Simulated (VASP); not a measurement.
A run of VASP 6.6.1 is set up as follows.

POSCAR

```
Pt
1.0
    0.0000000000      1.9609000000      1.9609000000
    1.9609000000      0.0000000000      1.9609000000
    1.9609000000      1.9609000000      0.0000000000
Pt
1
Direct
    0.0000000000      0.0000000000      0.0000000000
```

Contents of INCAR.step1:

```
ALGO = Fast
EDIFF = 1E-8
EDIFFG = -0.002
ENCUT = 600
GGA = CA
IBRION = 2
ISIF = 3
ISMEAR = 0
LASPH = True
LCHARG = False
LREAL = False
LWAVE = False
NELM = 60
NSW = 40
PREC = Accurate
SIGMA = 0.1
```

The input INCAR.step2:

```
ALGO = Fast
EDIFF = 1E-8
ENCUT = 600
GGA = CA
IBRION = 6
ISIF = 3
ISMEAR = 0
LASPH = True
LCHARG = False
LREAL = False
LWAVE = False
NELM = 60
NFREE = 2
NSW = 1
POTIM = 0.015
PREC = Accurate
SIGMA = 0.1
```

File KPOINTS:

```
k-points
0
Gamma
  18 18 18
```

Potentials or basis: VASP PAW LDA potentials, release 64 (Pt).

Launch:

```sh
$ cat potpaw_LDA.64/Pt/POTCAR > POTCAR
$ cp INCAR.step1 INCAR
$ mpirun -np 1 vasp_std > vasp.out
$ cp CONTCAR POSCAR
$ cp INCAR.step2 INCAR
$ mpirun -np 1 vasp_std > vasp.out
```

Question: What does it give for the elastic constants C11, C12, C44?

Answer: 377, 271, 78 GPa.

Question: Estimate the Voigt bulk modulus.

Answer: 306 GPa.

Question: What does it give for the relaxed volume?

Answer: 14.80 Å³/atom.

Question: What does it give for the relaxed cell?

Answer: a = 2.756 Å, b = 2.756 Å, c = 2.756 Å, α = 60.00°, β = 60.00°, γ = 60.00°.

Question: Estimate the space group after relaxing (to 0.05 Å).

Answer: Fm-3m (No. 225).

Elastic tensor in Voigt notation (GPa, in the Cartesian axes of the cell as first typed):
```
377 271 271   0   0   0
271 377 271   0   0   0
271 271 377   0   0   0
  0   0   0  78   0   0
  0   0   0   0  78   0
  0   0   0   0   0  78
```

Spin-orbit coupling is left out, which matters for the levels of Pt.
